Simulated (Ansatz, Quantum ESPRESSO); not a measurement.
**BP (zinc blende): bulk modulus from a few volumes**

How stiff is zinc blende BP under hydrostatic load? Each row relaxes cell and atoms at a set pressure. The phase is followed to these pressures whether or not it stays the stable one.

Calculated with Ansatz 0.2.0, PBEsol, PAW files of the set soft_1, cutoff 600 eV, Fermi–Dirac smearing 0.02 eV, k-mesh 11×11×11, no spin polarisation, no spin-orbit coupling.

Reference cell, relaxed at zero pressure with PBEsol (F-43m): a = 3.1961 Å, b = 3.1961 Å, c = 3.1961 Å, α = 60.00°, β = 60.00°, γ = 60.00°.

```csv
atom,x,y,z
P,0.7500,0.7500,0.7500
B,0.0000,0.0000,0.0000
```

```
V (Å³/atom)    V/V0  P (GPa)  E − E0 (meV/atom)
    11.8327  1.0251   −3.998                3.7
    11.2256  0.9725    4.998                4.9
    10.9447  0.9482    9.991               17.9
    10.4648  0.9066   19.997               62.3
    10.0660  0.8720   29.988              124.2
```

V0 = 11.5429 Å³ an atom, where the residual pressure P0 is +0.015 GPa. **Question.** Fit the Birch–Murnaghan law and give the pressure and the energy at V = 10.6925 Å³ an atom, a row left out above.

With the Eulerian strain f = ½[(V0/V)^(2/3) − 1] and F = (P − P0)/[3f(1 + 2f)^(5/2)], the third-order law is the line F = B0 + (3/2) B0 (B′ − 4) f.

```csv
f,F (GPa)
0.04778,166.43
0.03378,167.47
0.01806,168.53
0.00938,169.08
−0.00820,170.06
```

A straight line through the 5 rows: the means are 0.02016 for f and 168.31 for F, Σ(Δx)² = 0.001873 and ΣΔxΔy = −0.1218, so the slope is −0.1218/0.001873 = −64.998 and the intercept 168.31 − (−64.998)(0.02016) = 169.62.

Hence B0 = 169.6 GPa and B′ = 4 + (−65.0)/(1.5 × 169.6) = 3.74. For the withheld volume f = 0.02617, F = 167.92 GPa and P = 14.99 GPa. The run itself gives 15.00 GPa, so the estimate misses by 0.01 GPa, a rounding's worth.

Integrating the same law gives E − E0 = (9/2) B0 V0 f²[1 + (B′ − 4) f] + P0(V0 − V), with 1 GPa Å³ = 6.2415 meV: 37.5 meV an atom. The run itself gives 37.5 meV, so the estimate misses by 0.0 meV, a rounding's worth.

The same fit over all rows at other levels or in other programs gives B0 = 169 GPa with PBEsol (Quantum ESPRESSO, GBRV).

Measured bulk modulus: 174 GPa (arxiv:1505.05714), against 170 GPa here (−3 %).

The calculation is for a static lattice, while measurements hold thermal and zero-point motion.

[Logs are printed without paths, hosts, clocks, repeated set-up lines and the standing remarks that a program may print on its own settings, such as how far it seeks lower states.]
